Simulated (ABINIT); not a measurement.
# BAs (Pm-3m) in ABINIT: reference runs

How does BAs come out in PBE? The cell is run as given.

All numbers are computed with ABINIT 10.8.3 (patched build); they aren't measurements. Logs are shortened: lines on timing, memory, paths and dates and some standing lists are left out, and cuts for length are marked. The log counts tension as positive stress, the text compression.

## Step 1: The structure

It takes space group Pm-3m (No. 221, cubic). The conventional cell has a = 2.934 Å, b = 2.934 Å, c = 2.934 Å, α = 90.00°, β = 90.00°, γ = 90.00°. B (site symmetry m-3m) is surrounded by 8 As at 2.54 Å. As (site symmetry m-3m) has 8 B at 2.54 Å as nearest neighbours.

The cell was built by a generator and needn't be a form met in nature.

## Step 2: Single point, PBE

run.abi

```
pp_dirpath "./"
pseudos "B.GGA_PBE-JTH.xml, As.GGA_PBE-JTH.xml"

acell 3*1.0 Angstrom
rprim
     2.9343700000     0.0000000000     0.0000000000
     0.0000000000     2.9343700000     0.0000000000
     0.0000000000     0.0000000000     2.9343700000
ntypat 2
znucl 5 33
natom 2
typat 1 2
xred
     0.5000000000     0.5000000000     0.5000000000
     0.0000000000     0.0000000000     0.0000000000

ecut 15.0
pawecutdg 30.0
pawxcdev 0

kptopt 1
ngkpt 9 9 9
nshiftk 1
shiftk 0.0 0.0 0.0

ixc 11

nband 13
occopt 3
tsmear 0.00183747

nstep 100
tolvrs 1.0e-9

iomode 3
prtwf 0
prtden 0
prteig 0
prtebands 0
```

Potentials or basis: JTH PAW PBE v2.0.

Command:

```bash
$ abinit run.abi > log 2>&1
```

run.abo:

```text
.Version 10.8.3 of ABINIT
 Symmetries : space group Pm -3 m (#221); Bravais cP (primitive cubic)
================================================================================
 Values of the parameters that define the memory need of the present run
     intxc =       0    ionmov =       0      iscf =      17    lmnmax =      18
     lnmax =       6     mgfft =      20  mpssoang =       3    mqgrid =    3001
     natom =       2  nloc_mem =       2    nspden =       1   nspinor =       1
    nsppol =       1      nsym =      48    n1xccc =       1    ntypat =       2
    occopt =       3   xclevel =       2
       mpw =         487          nfft =        8000          nkpt =          35
 PAW method is used; the additional fine FFT grid is defined by:
   mgfftf=        30    nfftf =     27000
================================================================================
================================================================================

--------------------------------------------------------------------------------
------------- Echo of variables that govern the present computation ------------
--------------------------------------------------------------------------------
 -outvars: echo values of preprocessed input variables --------
            acell      1.8897261259E+00  1.8897261259E+00  1.8897261259E+00 Bohr
              amu      1.08110000E+01  7.49215900E+01
             ecut      1.50000000E+01 Hartree
              ixc          11
         kptrlatt        9    0    0      0    9    0      0    0    9
          kptrlen      4.99064009E+01
            natom           2
            nband          13
            ngfft          20      20      20
          ngfftdg          30      30      30
             nkpt          35
            nstep         100
             nsym          48
           ntypat           2
           occopt           3
        pawecutdg      3.00000000E+01 Hartree
         pawxcdev           0
           prtden           0
        prtebands           0
           prteig           0
            prtwf           0
            rprim      2.9343700000E+00  0.0000000000E+00  0.0000000000E+00
                       0.0000000000E+00  2.9343700000E+00  0.0000000000E+00
                       0.0000000000E+00  0.0000000000E+00  2.9343700000E+00
          spgroup         221
           tolvrs      1.00000000E-09
           tsmear      1.83747000E-03 Hartree
            typat      1  2
           useylm           1
           xangst      1.4671850000E+00  1.4671850000E+00  1.4671850000E+00
                       0.0000000000E+00  0.0000000000E+00  0.0000000000E+00
            xcart      2.7725778260E+00  2.7725778260E+00  2.7725778260E+00
                       0.0000000000E+00  0.0000000000E+00  0.0000000000E+00
             xred      5.0000000000E-01  5.0000000000E-01  5.0000000000E-01
                       0.0000000000E+00  0.0000000000E+00  0.0000000000E+00
            znucl        5.00000   33.00000

================================================================================

 chkinp: Checking input parameters for consistency.

================================================================================
== DATASET  1 ==================================================================

--- !DatasetInfo
iteration_state: {dtset: 1, }
dimensions: {natom: 2, nkpt: 35, mband: 13, nsppol: 1, nspinor: 1, nspden: 1, mpw: 487, }
cutoff_energies: {ecut:  15.0, pawecutdg:  30.0, }
electrons: {nelect:   1.80000000E+01, charge:   0.00000000E+00, occopt:   3.00000000E+00, tsmear:   1.83747000E-03, }
meta: {optdriver: 0, ionmov: 0, optcell: 0, iscf: 17, paral_kgb: 0, }
...

 Exchange-correlation functional for the present dataset will be:
  GGA: Perdew-Burke-Ernzerhof functional - ixc=11
  J.P.Perdew, K.Burke, M.Ernzerhof, PRL 77, 3865 (1996)

 Real(R)+Recip(G) space primitive vectors, cartesian coordinates (Bohr,Bohr^-1):
 R(1)=  5.5451557  0.0000000  0.0000000  G(1)=  0.1803376  0.0000000  0.0000000
 R(2)=  0.0000000  5.5451557  0.0000000  G(2)=  0.0000000  0.1803376  0.0000000
 R(3)=  0.0000000  0.0000000  5.5451557  G(3)=  0.0000000  0.0000000  0.1803376
 Unit cell volume ucvol=  1.7050661E+02 bohr^3
 Angles (23,13,12)=  9.00000000E+01  9.00000000E+01  9.00000000E+01 degrees

 Coarse grid specifications (used for wave-functions):

 getcut: wavevector=  0.0000  0.0000  0.0000  ngfft=  20  20  20
         ecut(hartree)=     15.000   => boxcut(ratio)=   2.06874

 Fine grid specifications (used for densities):

 getcut: wavevector=  0.0000  0.0000  0.0000  ngfft=  30  30  30
         ecut(hartree)=     30.000   => boxcut(ratio)=   2.19423

--- Pseudopotential description ------------------------------------------------
- pspini: atom type   1  psp file is ./B.GGA_PBE-JTH.xml
 Pseudopotential format is: paw10
 basis_size (lnmax)=  4 (lmn_size=  8), orbitals=   0   0   1   1
 Spheres core radius: rc_sph= 1.70616958
 Shapefunction is SIN type: shapef(r)=[sin(pi*r/rshp)/(pi*r/rshp)]**2
 Radius for shape functions =  1.40269776
 Compensation charge density is not taken into account in XC energy/potential

- pspini: atom type   2  psp file is ./As.GGA_PBE-JTH.xml
 Pseudopotential format is: paw10
 basis_size (lnmax)=  6 (lmn_size= 18), orbitals=   0   0   1   1   2   2
 Spheres core radius: rc_sph= 2.10391912
 Shapefunction is BESSEL type: shapef(r,l)=aa(1,l)*jl(q(1,l)*r)+aa(2,l)*jl(q(2,l)*r)
 Radius for shape functions =  1.70360438
 Compensation charge density is not taken into account in XC energy/potential

   4.97343271E+02                                ecore*ucvol(ha*bohr**3)
--------------------------------------------------------------------------------

================================================================================

--- !BeginCycle
iteration_state: {dtset: 1, }
solver: {iscf: 17, nstep: 100, nline: 4, wfoptalg: 10, }
tolerances: {tolvrs: 1.00E-09, }
...

     iter   Etot(hartree)      deltaE(h)  residm     nres2
 ETOT  1  -116.08482327456    -1.161E+02 3.551E+01 8.556E-01
 ETOT  2  -116.62100873045    -5.362E-01 4.888E-02 1.277E-01
 ETOT  3  -116.61996758006     1.041E-03 4.689E-03 1.958E-02
 ETOT  4  -116.61986505500     1.025E-04 6.276E-04 8.777E-04
 ETOT  5  -116.61986490136     1.536E-07 7.224E-04 1.490E-04
 ETOT  6  -116.61986388005     1.021E-06 7.594E-05 2.016E-06
 ETOT  7  -116.61986392185    -4.180E-08 9.134E-05 5.721E-07
 ETOT  8  -116.61986391948     2.376E-09 1.988E-05 1.873E-08
 ETOT  9  -116.61986391981    -3.328E-10 2.093E-05 5.693E-09
 ETOT 10  -116.61986391978     3.108E-11 1.327E-05 7.289E-11

 At SCF step   10       nres2   =  7.29E-11 < tolvrs=  1.00E-09 =>converged.

 Cartesian components of stress tensor (hartree/bohr^3)
  sigma(1 1)= -1.02216209E-05  sigma(3 2)=  0.00000000E+00
  sigma(2 2)= -1.02216209E-05  sigma(3 1)=  0.00000000E+00
  sigma(3 3)= -1.02216209E-05  sigma(2 1)=  0.00000000E+00

--- !ResultsGS
iteration_state: {dtset: 1, }
comment   : Summary of ground state results
lattice_vectors:
- [  5.5451557,   0.0000000,   0.0000000, ]
- [  0.0000000,   5.5451557,   0.0000000, ]
- [  0.0000000,   0.0000000,   5.5451557, ]
lattice_lengths: [   5.54516,    5.54516,    5.54516, ]
lattice_angles: [ 90.000,  90.000,  90.000, ] # degrees, (23, 13, 12)
lattice_volume:   1.7050661E+02
convergence: {deltae:  3.108E-11, res2:  7.289E-11, residm:  1.327E-05, diffor: null, }
etotal    :  -1.16619864E+02
entropy   :   0.00000000E+00
fermie    :   2.97127349E-01
cartesian_stress_tensor: # hartree/bohr^3
- [ -1.02216209E-05,   0.00000000E+00,   0.00000000E+00, ]
- [  0.00000000E+00,  -1.02216209E-05,   0.00000000E+00, ]
- [  0.00000000E+00,   0.00000000E+00,  -1.02216209E-05, ]
pressure_GPa:   3.0073E-01
xred      :
- [  5.0000E-01,   5.0000E-01,   5.0000E-01,  B]
- [  0.0000E+00,   0.0000E+00,   0.0000E+00, As]
cartesian_forces: # hartree/bohr
- [ -0.00000000E+00,  -0.00000000E+00,  -0.00000000E+00, ]
- [ -0.00000000E+00,  -0.00000000E+00,  -0.00000000E+00, ]
force_length_stats: {min:   0.00000000E+00, max:   0.00000000E+00, mean:   0.00000000E+00, }
...

 Integrated electronic density in atomic spheres:
 ------------------------------------------------
 Atom  Sphere_radius  Integrated_density
    1        1.70617          1.45155600
    2        2.10392         12.53772646

================================================================================

 ----iterations are completed or convergence reached----

 Mean square residual over all n,k,spin=   41.743E-09; max=  13.269E-06
 reduced coordinates (array xred) for    2 atoms
       0.500000000000      0.500000000000      0.500000000000
       0.000000000000      0.000000000000      0.000000000000
 rms dE/dt=  0.0000E+00; max dE/dt=  0.0000E+00; dE/dt below (all hartree)
    1       0.000000000000      0.000000000000      0.000000000000
    2       0.000000000000      0.000000000000      0.000000000000

 cartesian coordinates (angstrom) at end:
    1      1.46718500000000     1.46718500000000     1.46718500000000
    2      0.00000000000000     0.00000000000000     0.00000000000000

 cartesian forces (hartree/bohr) at end:
    1     -0.00000000000000    -0.00000000000000    -0.00000000000000
    2     -0.00000000000000    -0.00000000000000    -0.00000000000000
 frms,max,avg= 0.0000000E+00 0.0000000E+00   0.000E+00  0.000E+00  0.000E+00 h/b

 cartesian forces (eV/Angstrom) at end:
    1     -0.00000000000000    -0.00000000000000    -0.00000000000000
    2     -0.00000000000000    -0.00000000000000    -0.00000000000000
 frms,max,avg= 0.0000000E+00 0.0000000E+00   0.000E+00  0.000E+00  0.000E+00 e/A
 length scales=  1.889726125908  1.889726125908  1.889726125908 bohr
              =  1.000000000000  1.000000000000  1.000000000000 angstroms
 Fermi (or HOMO) energy (hartree) =   0.29713   Average Vxc (hartree)=  -0.41550
 Eigenvalues (hartree) for nkpt=  35  k points:
 kpt#   1, nband= 13, wtk=  0.00137, kpt=  0.0000  0.0000  0.0000 (reduced coord)
  -1.03168   -1.03168   -1.02984   -1.02984   -1.02984   -0.27726    0.27045    0.27045
   0.27045    0.29247    0.51056    0.51056    0.64387
      occupation numbers for kpt#   1
   2.00000    2.00000    2.00000    2.00000    2.00000    2.00000    2.00000    2.00000
   2.00000    1.85296    0.00000    0.00000    0.00000
 prteigrs : prtvol=0 or 1, do not print more k-points.

--- !EnergyTerms
iteration_state     : {dtset: 1, }
comment             : Components of total free energy in Hartree
kinetic             :  5.37361660173270E+00
hartree             :  3.11792113457798E+01
xc                  : -3.23313693659964E+00
Ewald energy        : -6.63734161569361E+01
psp_core            :  2.91685622176353E+00
local_psp           : -8.50583079599195E+01
PAW spherical_terms : -1.42431309415262E+00
internal            : -1.16619489978332E+02
'-kT*entropy'       : -3.71885527764082E-04
total_energy        : -1.16619861863860E+02
total_energy_eV     : -3.17338810513043E+03
...

--- !EnergyTermsDC
iteration_state     : {dtset: 1, }
comment             : '"Double-counting" decomposition of free energy'
band_energy         : -9.66675385899531E+00
Ewald energy        : -6.63734161569361E+01
psp_core            :  2.91685622176353E+00
xc_dc               : -3.02781061128633E+01
PAW spherical_terms : -1.32180721272180E+01
internal            : -1.16619492034249E+02
'-kT*entropy'       : -3.71885527764082E-04
total_energy_dc     : -1.16619863919777E+02
total_energy_dc_eV  : -3.17338816107479E+03
...

--- !EnergyTermsWithPAWCore
iteration_state     : {dtset: 1, }
comment             : 'Components of total free energy, including PAW core contributions'
Total energy        : -2.28571573111075E+03
Total energy DC     : -2.28571573316667E+03
Total energy (eV)   : -6.21974936077695E+04
Total energy DC (eV): -6.21974936637139E+04
...

 Cartesian components of stress tensor (hartree/bohr^3)
  sigma(1 1)= -1.02216209E-05  sigma(3 2)=  0.00000000E+00
  sigma(2 2)= -1.02216209E-05  sigma(3 1)=  0.00000000E+00
  sigma(3 3)= -1.02216209E-05  sigma(2 1)=  0.00000000E+00

-Cartesian components of stress tensor (GPa)         [Pressure=  3.0073E-01 GPa]
- sigma(1 1)= -3.00730469E-01  sigma(3 2)=  0.00000000E+00
- sigma(2 2)= -3.00730469E-01  sigma(3 1)=  0.00000000E+00
- sigma(3 3)= -3.00730469E-01  sigma(2 1)=  0.00000000E+00

== END DATASET(S) ==============================================================
================================================================================

 -outvars: echo values of variables after computation  --------
            acell      1.8897261259E+00  1.8897261259E+00  1.8897261259E+00 Bohr
           etotal     -1.1661986392E+02
            fcart     -0.0000000000E+00 -0.0000000000E+00 -0.0000000000E+00
                      -0.0000000000E+00 -0.0000000000E+00 -0.0000000000E+00
            rprim      2.9343700000E+00  0.0000000000E+00  0.0000000000E+00
                       0.0000000000E+00  2.9343700000E+00  0.0000000000E+00
                       0.0000000000E+00  0.0000000000E+00  2.9343700000E+00
           strten     -1.0221620884E-05 -1.0221620884E-05 -1.0221620884E-05
                       0.0000000000E+00  0.0000000000E+00  0.0000000000E+00
           xangst      1.4671850000E+00  1.4671850000E+00  1.4671850000E+00
                       0.0000000000E+00  0.0000000000E+00  0.0000000000E+00
             xred      5.0000000000E-01  5.0000000000E-01  5.0000000000E-01
                       0.0000000000E+00  0.0000000000E+00  0.0000000000E+00
 Calculation completed.
```

Run time: 7.2 s. Hardware: 1 thread of Arm Neoverse V1, shared host; peak memory 0.08 GiB.

What came out:

- Free energy: -3173.3882 eV
- Pressure: 0.3 GPa
- Band gap on the k mesh: none (metal or under the smearing width)
- Valence electrons inside the program's atomic spheres: B 1.45; As 12.54

Levels at points of the mesh, in eV from the Fermi level:
```tsv
k point	band 6	band 7	band 8	band 9	band 10	band 11	band 12	band 13
(0.00, 0.00, 0.00)	-15.63	-0.73	-0.73	-0.73	-0.13	5.81	5.81	9.44
```

Caveat: the highest band is partly filled, so the run has too few bands.
